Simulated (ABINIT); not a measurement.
# Pb (Fm-3m) in ABINIT: settings compared, part 2 of 2

ABINIT 10.8.3 (patched build). Earlier steps stand in the parts before.

**4. Single point, LDA**

Input file run.abi:

```
pp_dirpath "./"
pseudos "Pb.GGA_PBE-JTH.xml"

acell 3.5002068511 3.5002068511 3.5002068511 Angstrom
rprim
     0.0000000000     0.7071067812     0.7071067812
     0.7071067812     0.0000000000     0.7071067812
     0.7071067812     0.7071067812     0.0000000000
ntypat 1
znucl 82
natom 1
typat 1
xred
     0.0000000000     0.0000000000     0.0000000000

ecut 26.0
pawecutdg 48.0

kptopt 1
ngkpt 9 9 9
nshiftk 1
shiftk 0.0 0.0 0.0

ixc 7

nband 11
occopt 3
tsmear 0.05 eV

nstep 100
tolvrs 1.0e-9

iomode 3
prtwf 0
prtden 0
prteig 0
prtebands 0
enunit 1
```

Started as:

```bash
$ abinit run.abi > log 2>&1
```

It took 17 s on 1 thread of Arm Neoverse V2, shared host; peak memory 0.1 GiB.

Results (log left out):

```
Free energy                                           : -1670.8318 eV
Pressure                                              : -2.5 GPa
Band gap on the k mesh                                : none (metal or under the smearing width)
Valence electrons inside the program's atomic spheres : Pb 11.40 (radii [1.2714] Å)
```

Levels at points of the mesh, in eV from the Fermi level:
```csv
k point,band 3,band 4,band 5,band 6,band 7,band 8,band 9,band 10,band 11
"(0.00, 0.00, 0.00)",-16.81,-16.67,-16.67,-11.66,7.45,7.45,7.45,10.14,11.49
```

Caveat: the PAW data sets were made with another functional, which shifts forces and pressure a little. Spin-orbit coupling is left out, which matters for the levels of Pb.

**5. Single point, PBEsol**

run.abi, as its differences from that of step 4:

```diff
@@ -17,2 +17,3 @@
 pawecutdg 48.0
+pawxcdev 0
 
@@ -23,3 +24,3 @@
 
-ixc 7
+ixc -116133
```

Potentials or basis: JTH PAW PBE v2.0.

Started as:

```bash
$ abinit run.abi > log 2>&1
```

run.abo:

```text
.Version 10.8.3 of ABINIT
 Symmetries : space group Fm -3 m (#225); Bravais cF (face-center cubic)
================================================================================
 Values of the parameters that define the memory need of the present run
     intxc =       0    ionmov =       0      iscf =      17    lmnmax =      18
     lnmax =       6     mgfft =      32  mpssoang =       3    mqgrid =    3001
     natom =       1  nloc_mem =       2    nspden =       1   nspinor =       1
    nsppol =       1      nsym =      48    n1xccc =       1    ntypat =       1
    occopt =       3   xclevel =       2
       mpw =        1311          nfft =       32768          nkpt =          35
 PAW method is used; the additional fine FFT grid is defined by:
   mgfftf=        45    nfftf =     91125
================================================================================
================================================================================

--------------------------------------------------------------------------------
------------- Echo of variables that govern the present computation ------------
--------------------------------------------------------------------------------
 -outvars: echo values of preprocessed input variables --------
            acell      6.6144323326E+00  6.6144323326E+00  6.6144323326E+00 Bohr
              amu      2.07200000E+02
             ecut      2.60000000E+01 Hartree
           enunit           1
              ixc     -116133
         kptrlatt        9    0    0      0    9    0      0    0    9
          kptrlen      5.95298910E+01
            natom           1
            nband          11
            ngfft          32      32      32
          ngfftdg          45      45      45
             nkpt          35
            nstep         100
             nsym          48
           ntypat           1
           occopt           3
        pawecutdg      4.80000000E+01 Hartree
         pawxcdev           0
           prtden           0
        prtebands           0
           prteig           0
            prtwf           0
            rprim      0.0000000000E+00  7.0710678120E-01  7.0710678120E-01
                       7.0710678120E-01  0.0000000000E+00  7.0710678120E-01
                       7.0710678120E-01  7.0710678120E-01  0.0000000000E+00
          spgroup         225
           tolvrs      1.00000000E-09
           tsmear      1.83746611E-03 Hartree
            typat      1
           useylm           1
            znucl       82.00000

[... 116 lines left out ...]

 cartesian forces (hartree/bohr) at end:
    1     -0.00000000000000    -0.00000000000000    -0.00000000000000
 frms,max,avg= 0.0000000E+00 0.0000000E+00   0.000E+00  0.000E+00  0.000E+00 h/b

 cartesian forces (eV/Angstrom) at end:
    1     -0.00000000000000    -0.00000000000000    -0.00000000000000
 frms,max,avg= 0.0000000E+00 0.0000000E+00   0.000E+00  0.000E+00  0.000E+00 e/A
 length scales=  6.614432332605  6.614432332605  6.614432332605 bohr
              =  3.500206851100  3.500206851100  3.500206851100 angstroms
 Fermi (or HOMO) energy (eV) =   7.01051   Average Vxc (eV)=  -9.55342
 Eigenvalues (   eV  ) for nkpt=  35  k points:
 kpt#   1, nband= 11, wtk=  0.00137, kpt=  0.0000  0.0000  0.0000 (reduced coord)
  -9.83879   -9.83879   -9.83879   -9.69789   -9.69789   -4.61496   14.55233   14.55233
  14.55233   16.99571   18.44367
 prteigrs : prtvol=0 or 1, do not print more k-points.

--- !EnergyTerms
iteration_state     : {dtset: 1, }
comment             : Components of total free energy in Hartree
kinetic             :  5.04308586595933E+00
hartree             :  1.74611159726427E+01
xc                  : -2.50358718027666E+00
Ewald energy        : -4.80335599839893E+01
psp_core            :  1.61088161767059E+00
local_psp           : -5.70572926391627E+01
PAW spherical_terms :  2.22381266570894E+01
internal            : -6.12412296900666E+01
'-kT*entropy'       : -1.14614556404046E-04
total_energy        : -6.12413443046230E+01
total_energy_eV     : -1.66646187409620E+03
...

--- !EnergyTermsDC
iteration_state     : {dtset: 1, }
comment             : '"Double-counting" decomposition of free energy'
band_energy         : -3.28240438620188E+00
Ewald energy        : -4.80335599839893E+01
psp_core            :  1.61088161767059E+00
xc_dc               : -1.72647986085575E+01
PAW spherical_terms :  5.72864031350450E+00
internal            : -6.12412410475735E+01
'-kT*entropy'       : -1.14614556404046E-04
total_energy_dc     : -6.12413556621299E+01
total_energy_dc_eV  : -1.66646218314971E+03
...

--- !EnergyTermsWithPAWCore
iteration_state     : {dtset: 1, }
comment             : 'Components of total free energy, including PAW core contributions'
Total energy        : -2.08765316731967E+04
Total energy DC     : -2.08765316845542E+04
Total energy (eV)   : -5.68079366835810E+05
Total energy DC (eV): -5.68079367144864E+05
...

 Cartesian components of stress tensor (hartree/bohr^3)
  sigma(1 1)=  3.35504338E-05  sigma(3 2)=  0.00000000E+00
  sigma(2 2)=  3.35504338E-05  sigma(3 1)=  0.00000000E+00
  sigma(3 3)=  3.35504338E-05  sigma(2 1)=  0.00000000E+00

-Cartesian components of stress tensor (GPa)         [Pressure= -9.8709E-01 GPa]
- sigma(1 1)=  9.87087840E-01  sigma(3 2)=  0.00000000E+00
- sigma(2 2)=  9.87087840E-01  sigma(3 1)=  0.00000000E+00
- sigma(3 3)=  9.87087840E-01  sigma(2 1)=  0.00000000E+00

== END DATASET(S) ==============================================================
================================================================================

 -outvars: echo values of variables after computation  --------
            acell      6.6144323326E+00  6.6144323326E+00  6.6144323326E+00 Bohr
           etotal     -6.1241355662E+01
            fcart     -0.0000000000E+00 -0.0000000000E+00 -0.0000000000E+00
            rprim      0.0000000000E+00  7.0710678120E-01  7.0710678120E-01
                       7.0710678120E-01  0.0000000000E+00  7.0710678120E-01
                       7.0710678120E-01  7.0710678120E-01  0.0000000000E+00
           strten      3.3550433758E-05  3.3550433758E-05  3.3550433758E-05
                       0.0000000000E+00  0.0000000000E+00  0.0000000000E+00
 Calculation completed.
```

It took 17 s on 1 thread of Arm Neoverse V2, shared host; peak memory 0.12 GiB.

Results:

| Property | Result |
| --- | --- |
| Free energy | -1666.4622 eV |
| Pressure | -1.0 GPa |
| Band gap on the k mesh | none (metal or under the smearing width) |
| Valence electrons inside the program's atomic spheres | Pb 11.39 (radii [1.2714] Å) |

Caveat: the PAW data sets were made with another functional, which shifts forces and pressure a little. Spin-orbit coupling is left out, which matters for the levels of Pb.

**6. Overview**

| task | level | cell | cutoff (eV) | cell freedom (optcell) | cutoff smearing ecutsm (Ha) | optimiser (ionmov) | force stop (Ha/bohr) | fine-grid cutoff | gap on the mesh (eV) | pressure (GPa) |
| --- | --- | --- | --- | --- | --- | --- | --- | --- | --- | --- |
| relaxation of cell and atoms | PBE | relaxed | 599 | 2 | 0.5 | 22 | 0.0001 | 1197.3 eV | none | 0.0 |
| single point | PBE | as given | 707 | - | - | - | - | 1306.15 eV | none | 1.9 |
| single point | LDA | as given | 707 | - | - | - | - | 1306.15 eV | none | -2.5 |
| single point | PBEsol | as given | 707 | - | - | - | - | 1306.15 eV | none | -1.0 |

Alike in all rows: potentials or basis JTH PAW PBE v2.0; no spin polarisation; k mesh 9 × 9 × 9; smearing fermi-dirac 0.05 eV.

Every run on the cell as given and a fine mesh finds a metal. The pressure there spans -2.5 GPa (LDA) to 1.9 GPa (PBE); a positive pressure means that this level wants a larger cell, a negative one a smaller.

Caveats: the PAW data sets were made with another functional, which shifts forces and pressure a little (some runs).

Total energies depend on the potentials used, so only differences within one code and one set of settings carry meaning.

**7. Against experiment**

Step 2. The cell as given is a measured one (30.32 Å³/atom); PBE puts the equilibrium volume +5.3 % from it, thermal expansion not counted.
